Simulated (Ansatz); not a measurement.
# The stack of Zr2COS MXene under 2H-WSe2, shifted by a third of the diagonal under a gate, part 3 of 3

Aim: charge, voltage and capacitance of the stack of Zr2COS MXene under 2H-WSe2, shifted by a third of the diagonal in a field-effect set-up.

Ansatz 0.2.0; plane-wave DFT, PBE-D3(BJ), Ansatz PAW.

So far. Step 7 (Gated layer, added electrons -8×10¹³ per cm²): Against the uncharged case this takes -6.11 V.

**8. Gated layer, added electrons 15×10¹³ per cm²**

File input.yaml:

```yaml
crystal:
  lattice:
    - [3.3332505533, 0.0, 0.0]
    - [-1.6666252767, 2.8866796563, 0.0]
    - [0.0, 0.0, 54.187754413]
  atoms:
    - { symbol: S, position: [0.3333333333, 0.6666666667, 0.3903095862] }
    - { symbol: Zr, position: [0.6666666667, 0.3333333333, 0.4202251681] }
    - { symbol: C, position: [0.0, 0.0, 0.44481865] }
    - { symbol: Zr, position: [0.3333333333, 0.6666666667, 0.4706962036] }
    - { symbol: O, position: [0.6666666667, 0.3333333333, 0.4873239028] }
    - { symbol: Se, position: [0.6666666667, 0.3333333333, 0.5481867097] }
    - { symbol: W, position: [0.3333333333, 0.6666666667, 0.5789287429] }
    - { symbol: Se, position: [0.6666666667, 0.3333333333, 0.6096904138] }
  periodic: [true, true, false]
  symmetry: { detect: true }
total_charge: -0.14433
kpoints:
  mp_grid: { grid: [36, 36, 1] }
  band_path:
    path: [[0, 0, 0], [0.5, 0, 0], [0.33333333, 0.33333333, 0], [0, 0, 0]]
    npoints: 16
hamiltonian:
  xc: pbe
  dispersion: d3bj
scf:
  occupations: { method: fermi_dirac, width: 0.05 }
  convergence: { dr2_threshold: 1.0e-10 }
output:
  forces: true
  eigenvalues: true
  dos: { projected: true, e_range: [-3, 3], de: 0.01 }
  write_potential: true
  write_density: true
  volumetric_format: npy
  elf: true
external_charges:
  - { charge: 0, barrier: 10, axis: 3, height: 36.538, sigma: 0.25 }
  - { charge: 0.14433, axis: 3, height: 38.038, sigma: 0.5 }
```

Run with:

```sh
$ ansatz run input.yaml --threads 4 --pin off --max-ram 12288MiB --backend cpu --events-out ev --progress --plain --runs-dir out
```

Numbers of over 12 decimals in the logs are rounded to 6 here.

Log:

```text
[...]
Crystal: 8 atoms, lattice volume = 521.396 Å³
Basis set: ecut = 420 eV, 10333 PW (Γ), exchange–correlation on 48×48×750 points (8 copies of the dense FFT grid, shifted against one another)
Bands: 52, of which v1, the nominal top of the filled ones, is band 43 counted from 1 (42 counted from 0)
Symmetry: 6 space group operations
[...]
k-points: 127 of 1296 (time reversal used)
[...]
--- Band table (eV; the first three rows and the last of 127) ---
  k-point 0: bands = [... 39 lower, -1.7641, -1.0575, 0.3321, 0.3321, 1.1770, 1.3636, 1.3636, 1.3998, ... 5 higher]
  k-point 1: bands = [... 39 lower, -1.7546, -1.0310, 0.2356, 0.2821, 1.1105, 1.3797, 1.3817, 1.3894, ... 5 higher]
  k-point 2: bands = [... 39 lower, -1.7448, -0.9750, 0.0007, 0.1580, 0.9693, 1.3399, 1.3526, 1.4138, ... 5 higher]
  k-point 126: bands = [... 39 lower, -2.5126, -2.1310, -2.0882, -1.4635, 0.0456, 1.3167, 1.9478, 1.9672, ... 5 higher]
[key lines of the parts left out:]
SCF converged after 28 iterations
Free energy (F): -31421.023060 eV
Fermi energy:    0.109318 eV
```

Elapsed: 4.3 min, on 4 threads of Arm Neoverse V2, shared host; peak memory 2.6 GiB; 17 min of CPU time.

Running mean over a fixed 2.7 Å (it still follows the layers) of the planar mean; beyond a gate it holds the 10 eV model barrier. Electron's electrostatic potential energy less the Fermi level against z:

| z (Å) | electron's electrostatic potential energy less the Fermi level (eV) |
| --- | --- |
| 4 | 6.10 |
| 5 | 6.10 |
| 6 | 6.10 |
| 7 | 6.10 |
| 8 | 6.10 |
| 9 | 6.10 |
| 10 | 6.10 |
| 11 | 6.10 |
| 12 | 6.10 |
| 13 | 6.10 |
| 14 | 6.10 |
| 15 | 6.10 |
| 16 | 6.10 |
| 17 | 6.10 |
| 18 | 6.09 |
| 19 | 5.65 |
| 20 | 2.06 |
| 21 | -2.60 |
| 22 | -9.00 |
| 23 | -9.52 |
| 24 | -9.72 |
| 25 | -10.7 |
| 26 | -8.98 |
| 27 | -3.21 |
| 28 | 0.864 |
| 29 | -1.79 |
| 30 | -7.34 |
| 31 | -10.6 |
| 32 | -10.5 |
| 33 | -5.86 |
| 34 | -1.78 |
| 35 | 0.346 |
| 36 | 2.08 |
| 37 | 3.32 |
| 38 | 4.56 |
| 39 | 3.87 |
| 40 | 3.68 |
| 41 | 3.68 |
| 42 | 3.68 |
| 43 | 3.68 |
| 44 | 3.68 |
| 45 | 3.68 |
| 46 | 3.68 |
| 47 | 3.68 |
| 48 | 3.68 |
| 49 | 3.68 |
| 50 | 3.68 |

Against the uncharged case this takes +11.16 V.

**9. Gated layer, added electrons -15×10¹³ per cm²**

input.yaml: that of step 8 with these lines changed.

```diff
@@ -16,3 +16,3 @@
   symmetry: { detect: true }
-total_charge: -0.14433
+total_charge: 0.14433
 kpoints:
@@ -38,2 +38,2 @@
   - { charge: 0, barrier: 10, axis: 3, height: 36.538, sigma: 0.25 }
-  - { charge: 0.14433, axis: 3, height: 38.038, sigma: 0.5 }
+  - { charge: -0.14433, axis: 3, height: 38.038, sigma: 0.5 }
```

Log:

```text
[...]
Crystal: 8 atoms, lattice volume = 521.396 Å³
Basis set: ecut = 420 eV, 10333 PW (Γ), exchange–correlation on 48×48×750 points (8 copies of the dense FFT grid, shifted against one another)
Bands: 52, of which v1, the nominal top of the filled ones, is band 43 counted from 1 (42 counted from 0)
Symmetry: 6 space group operations
[...]
k-points: 127 of 1296 (time reversal used)
[...]
k-point 0: bands = [... 39 lower, -12.2128, -11.0511, -10.8649, -10.8649, -9.7657, -9.7657, -9.6229, -8.2686, ... 5 higher]
  k-point 1: bands = [... 39 lower, -12.1404, -11.0578, -10.9606, -10.9148, -9.7767, -9.7129, -9.5613, -8.2788, ... 5 higher]
  k-point 2: bands = [... 39 lower, -12.0521, -11.2001, -11.0733, -11.0392, -9.8255, -9.5816, -9.4073, -8.3004, ... 5 higher]
  k-point 126: bands = [... 39 lower, -13.3506, -13.3047, -13.0304, -10.9687, -9.5038, -9.1791, -8.6616, -7.9934, ... 5 higher]
[key lines of the parts left out:]
SCF converged after 20 iterations
Free energy (F): -31419.697778 eV
Fermi energy:    -11.118680 eV
```

The job ended after 3.3 min (4 threads; peak memory 2.6 GiB; 13 min of CPU time).

Against the uncharged case this takes -11.29 V.

**10. The series together**

This step: plane-wave DFT, PBE-D3(BJ), Ansatz PAW; charging by gates (Ansatz 0.2.0).

The potential behind each gate is read from every run and counted from the uncharged case.

Voltage on the gate against the layer's Fermi level, from the uncharged case. The gate voltage by added electrons:

| added electrons (10¹³ per cm²) | gate voltage (V) |
| --- | --- |
| -15.0 | -11.3 |
| -8.0 | -6.11 |
| -3.0 | -2.42 |
| 0.0 | 0 |
| 3.0 | 3.00 |
| 8.0 | 6.85 |
| 15.0 | 11.2 |

Charge step over voltage step between neighbouring densities. Total capacitance against added electrons:

| added electrons (10¹³ per cm²) | total capacitance (µF/cm²) |
| --- | --- |
| -11.50 | 2.17 |
| -5.50 | 2.17 |
| -1.50 | 1.99 |
| 1.50 | 1.60 |
| 5.50 | 2.08 |
| 11.50 | 2.60 |

Work function of the face away from the gate. The work function of the far face stays at 6.11 eV for added electrons from -15 to 15 × 1e13 /cm².

By hand: 10¹³ electrons per cm² are 0.001 e/Å², which by Gauss's law end a field of 0.181 V/Å. At 15×10¹³ holes per cm² the field towards a gate is 2.714 V/Å, which over the 5 Å from the outer atoms would drop 13.57 V; the run needs 11.29 V.

**11. A changed input**

This step: plane-wave DFT, PBE-D3(BJ), Ansatz PAW (Ansatz 0.2.0).

An input spoilt on purpose, to show how the run answers: it repeats the earlier run at 3 × 10¹³ added electrons per cm² with basis.ecutwfc to 50 eV, and scf.max_iter set to 60.

input.yaml: that of step 9 with these lines changed.

```diff
@@ -16,3 +16,3 @@
   symmetry: { detect: true }
-total_charge: 0.14433
+total_charge: -0.028866
 kpoints:
@@ -28,2 +28,3 @@
   convergence: { dr2_threshold: 1.0e-10 }
+  max_iter: 60
 output:
@@ -31,3 +32,2 @@
   eigenvalues: true
-  dos: { projected: true, e_range: [-3, 3], de: 0.01 }
   write_potential: true
@@ -35,5 +35,6 @@
   volumetric_format: npy
-  elf: true
 external_charges:
   - { charge: 0, barrier: 10, axis: 3, height: 36.538, sigma: 0.25 }
-  - { charge: -0.14433, axis: 3, height: 38.038, sigma: 0.5 }
+  - { charge: 0.028866, axis: 3, height: 38.038, sigma: 0.5 }
+basis:
+  ecutwfc: "50 eV"
```

Log:

```text
Warning: basis.ecutwfc = 50 eV is below the records' recommended 420 eV, and the density's cutoff is lower with it unless basis.ecutrho_ratio is high enough to keep the records' density cutoff: compare with a run at a higher cutoff
Warning: basis.ecutrho_ratio = 8 (ecutrho = 400 eV), auto-derived: the least that external_charges[].sigma needs
basis.ecutrho_ratio = 8 (ecutrho = 400 eV), auto-derived: the least that external_charges[].sigma needs
[...]
Crystal: 8 atoms, lattice volume = 521.396 Å³
Basis set: ecut = 50 eV, 357 PW (Γ), exchange–correlation on 24×24×360 points (8 copies of the dense FFT grid, shifted against one another)
Bands: 52, of which v1, the nominal top of the filled ones, is band 43 counted from 1 (42 counted from 0)
Symmetry: 6 space group operations
[...]
k-points: 127 of 1296 (time reversal used)
[...]
SCF iter   1: F=—  HF=-29897.242658 eV  |F-HF|=—  |Δ(HF+E_count)|=         —  Δρ=7.53e-1  dr2=4.39e3  ethr=3.10e-3  ⟨swp⟩=22.3  Hψ=59387  notcnv=0
[...]
SCF iter  21: F=-27880.034433 eV  HF=-27880.034433 eV  |F-HF|=2.40e-10  |Δ(HF+E_count)|=  8.00e-11  Δρ=4.19e-8  dr2=6.41e-11  ethr=1.00e-12  ⟨swp⟩=62.0  Hψ=136976  notcnv=0
SCF 1 converged in 21 iterations: F = -27880.034433 eV  dr2 = 6.41e-11
[...]
SCF converged after 21 iterations
Free energy (F): -27880.034433 eV
[...]
Internal energy: -27879.999764 eV  (E = F + TS)
E sigma→0 (E₀):  -27880.017099 eV
Entropy (-TS):   -0.034669 eV (-4.334 meV/atom)
Fermi energy:    -46.822452 eV
[...]
--- Forces (eV/Å), atoms and charges each counted from 1 ---
  atom   1  S     -0.00000000     0.00000000     3.29599387
  atom   2  Zr     0.00000000    -0.00000000     3.50980303
  atom   3  C     -0.00000000    -0.00000000     0.97573067
  atom   4  Zr     0.00000000    -0.00000000   -11.20134796
  atom   5  O     -0.00000000     0.00000000    12.09812296
  atom   6  Se    -0.00000000     0.00000000    15.16012469
  atom   7  W      0.00000000    -0.00000000    -1.48692065
  atom   8  Se    -0.00000000     0.00000000   -23.43120919
  external charge   1     0.00000000     0.00000000     0.95431320
  external charge   2     0.00000000     0.00000000     0.13519529
  max |Σ_I F_I| component, the external charges' with the atoms': 9.81e-3 eV/Å
--- Band table (eV; the first three rows and the last of 127) ---
  k-point 0: bands = [... 39 lower, -45.9439, -45.9439, -45.1807, -45.1807, -44.6095, -44.1643, -44.1643, -44.1379, ... 5 higher]
  k-point 1: bands = [... 39 lower, -45.9873, -45.9622, -45.4481, -45.3596, -44.6802, -44.3224, -44.2627, -44.1962, ... 5 higher]
  k-point 2: bands = [... 39 lower, -46.0677, -45.9565, -45.7719, -45.5032, -44.7357, -44.4148, -44.3113, -44.1397, ... 5 higher]
  k-point 126: bands = [... 39 lower, -49.6265, -49.4127, -49.2303, -48.3239, -47.2241, -46.6899, -46.5997, -45.2309, ... 5 higher]
```

Elapsed: 24 s, on 4 threads; peak memory 0.5 GiB; 96 s of CPU time.

| quantity | this run | earlier run | difference |
| --- | --- | --- | --- |
| potential beyond the upper barrier and gate, less the barrier, from the Fermi level (eV) | 51.11 | 1.836 | 49 |

It moves by +49.3 eV.

The fault (a cutoff far too low) shows in the results, which are not taken further.

**12. A changed input**

An input spoilt on purpose, to show how the run answers: it repeats the earlier run at 3 × 10¹³ added electrons per cm² with kpoints.mp_grid.kspacing to 0.3, and scf.max_iter set to 100.

input.yaml: that of step 11 with these lines changed.

```diff
@@ -18,3 +18,3 @@
 kpoints:
-  mp_grid: { grid: [36, 36, 1] }
+  mp_grid: { grid: [36, 36, 1], kspacing: 0.3 }
   band_path:
@@ -28,3 +28,3 @@
   convergence: { dr2_threshold: 1.0e-10 }
-  max_iter: 60
+  max_iter: 100
 output:
@@ -38,3 +38 @@
   - { charge: 0.028866, axis: 3, height: 38.038, sigma: 0.5 }
-basis:
-  ecutwfc: "50 eV"
```

Log:

```text
Error: invalid value for `kpoints.mp_grid.kspacing`: mutually exclusive with `grid` — set one or the other
```

It took 0.06 s on 4 threads; peak memory 0.092 GiB.

The program refused the input before any cycle.

The program's message: “Error: invalid value for `kpoints.mp_grid.kspacing`: mutually exclusive with `grid` — set one or the other”

The fault put into the input: a mesh and a spacing both set.

**13. What came out**

- gap with uncharged gates: none
- gate voltage at 15×10¹³ holes per cm²: -11.29 V
- gate voltage at 15×10¹³ electrons per cm²: +11.16 V
- total capacitance near 11.5×10¹³ holes per cm²: 2.17 µF/cm²

**Reading.** Putting 15×10¹³ holes per cm² on the layer takes -11.29 V on the gate; how far the Fermi level moves against the bands is taken for single layers without spin and with an even electron count alone. Plates 5 Å apart would give 1.77 µF/cm² in vacuum; the computed total runs from 1.6 to 2.60 µF/cm². A value over that of the plates means that the screening charge has its centre outside the outer atoms; a low density of states works the other way. Few carriers sample few k-points, so the slopes at the lowest densities depend on the mesh and on the temperature. The gates are charged sheets behind model barriers, not atoms. The main runs have no spin polarisation; a magnetic state could lie lower and would change these results. Spin-orbit coupling is left out, which matters for the bands of elements this heavy. The MXene's terminations sit over the metal atoms of its far layer; the site over carbon or nitrogen, which some compounds prefer, was not run.

[Logs are printed without paths, hosts, clocks, repeated set-up lines and the standing remarks that a program may print on its own settings, such as how far it seeks lower states.]

[Hosts, paths, dates, database ids (printed as entryN), source tags and the programs' standing remarks are cut or masked in the printed files.]

[Maps of the electrostatic potential energy from Ansatz leave out the sawtooth potential of an applied field or a dipole correction, so their vacuum need not be flat; planar profiles and work functions include it.]
